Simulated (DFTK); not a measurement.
Pb:

```
Pb
1.0
     0.00000    2.47502    2.47502
     2.47502    0.00000    2.47502
     2.47502    2.47502    0.00000
Pb
1
Direct
  0.00000 0.00000 0.00000
```

Base run:

| Quantity | Value |
| --- | --- |
| Program | DFTK 0.8.2 |
| Functional | LDA |
| Potentials or basis | cp2k.nc.sr.lda.v0_1.largecore.gth (LDA, GTH) |
| Cutoff | 735 eV |
| k mesh | 9 × 9 × 9 |
| Occupations | fermi-dirac, width 0.05 eV |
| Spin | no spin polarisation |

Its results: band gap on the k mesh none (metal or under the smearing width); pressure -3.2 GPa.

**Question.** After a change of settings the same cell gave: band gap on the k mesh none (metal or under the smearing width); pressure -2.3 GPa. Which change was it?
A. functional from LDA to PBEsol; potentials or basis from cp2k.nc.sr.lda.v0_1.largecore.gth (LDA, GTH) to SG15 1.2 (PBE); cutoff from 735 eV to 1225 eV; valence electrons from 4 to 14
B. potentials or basis from cp2k.nc.sr.lda.v0_1.largecore.gth (LDA, GTH) to SG15 1.2 (PBE); cutoff from 735 eV to 1225 eV; valence electrons from 4 to 14
C. functional from LDA to r2SCAN; potentials or basis from cp2k.nc.sr.lda.v0_1.largecore.gth (LDA, GTH) to SG15 1.2 (PBE); cutoff from 735 eV to 1225 eV; valence electrons from 4 to 14
D. functional from LDA to PBEsol; potentials or basis from cp2k.nc.sr.lda.v0_1.largecore.gth (LDA, GTH) to dojo.nc.sr.pbesol.v0_4_1.standard.upf (PBEsol); cutoff from 735 eV to 925 eV; valence electrons from 4 to 14

**Answer.** B.

Caveats: spin-orbit coupling is left out, which moves the levels of the heavy elements; GTH potentials come without recommended cutoffs, and this one wasn't checked for convergence (some runs); the potentials were made for another functional, which shifts forces and pressure (some runs).
